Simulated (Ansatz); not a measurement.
CdO (Fm-3m): the size of the finite step

```
Cd O
1.0
     0.00000    2.34545    2.34545
     2.34545    0.00000    2.34545
     2.34545    2.34545    0.00000
Cd O
1 1
Direct
  0.00000 0.00000 0.00000
  0.50000 0.50000 0.50000
```

Level of theory, where no other is named: PBEsol, PAW on Ansatz 0.2.0's default frozen-core files (fitted under PBE), scalar-relativistic. k mesh 16×16×16, strains of ±0.008, Fermi-Dirac smearing of 0.080 eV, cutoff 420 eV. The cell was relaxed by PAW under this functional.

Elastic constants come from stresses at strains of ±0.008 (two-point stencil): C11 = 212.0, C12 = 111.6, C44 = 47.2 GPa. What does an amplitude of 0.08 give?

C11 = 240.4, C12 = 115.7, C44 = 47.8 GPa. A large step picks up anharmonic terms.

Keep in mind: frozen-core PAW files fitted under PBE, their cores solved anew for the functional of the run; responses of metals move with mesh and smearing; the softest shear constant rests on one k mesh, and a soft shear can herald a distortion on cooling.
